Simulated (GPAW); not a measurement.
Input of a GPAW 26.7.0 run:

Contents of run.py:

```python
from ase import Atoms
from ase.dft.bandgap import bandgap
from ase.io import write
from ase.units import GPa
from gpaw import GPAW, PW

atoms = Atoms(['W', 'Si', 'Si'],
              cell=[[-1.6069, 1.6069, 3.91495],
                    [1.6069, -1.6069, 3.91495],
                    [1.6069, 1.6069, -3.91495]],
              scaled_positions=[[0.0, 0.0, 0.0],
                                [0.6653, 0.6653, 0.0],
                                [0.3347, 0.3347, 0.0]],
              pbc=True)

calc = GPAW(mode=PW(600),
            xc='LDA',
            kpts={'size': (8, 8, 8), 'gamma': True},
            occupations={'name': 'fermi-dirac', 'width': 0.05},
            nbands=23,
            convergence={'density': 1e-05, 'energy': 1e-05},
            maxiter=150,
            txt='gpaw.txt')
atoms.calc = calc
energy = atoms.get_potential_energy()
forces = atoms.get_forces()
stress = atoms.get_stress()
calc.write('gs.gpw')
write('result.traj', atoms)
print(f'Energy: {energy:.6f} eV')
print('Forces (eV/A):')
print(forces.round(4))
print('Stress (GPa):', (stress / GPa).round(3))
print('Fermi level:', round(calc.get_fermi_level(), 4), 'eV')
print(f'Gap: {bandgap(calc)[0]:.4f} eV, direct: {bandgap(calc, direct=True)[0]:.4f} eV')

path = atoms.cell.bandpath('GXYSGZS1NPY1Z,XP', npoints=60, eps=1e-4)
bs_calc = calc.fixed_density(kpts=path, symmetry='off', nbands=35,
                             convergence={'bands': 'CBM+6.0', 'eigenstates': 1e-6}, txt='bands.txt')
bs = bs_calc.band_structure()
bs.write('bs.json')
print(f'Gap on the path: {bandgap(bs_calc)[0]:.4f} eV')
```

Potentials or basis: the program's PAW data sets (release 1.2.1) made for this functional, pw.

Command:

```sh
$ OMP_NUM_THREADS=1 python run.py
```

(1) What does it give for the pressure?

(2) Estimate the largest force.

(3) Estimate the band gap along the path.

Results:

(1) -5.3 GPa.

(2) 0.092 eV/Å.

(3) none (metal or under the smearing width).

Caveat: spin-orbit coupling is left out, which moves the levels of the heavy elements.
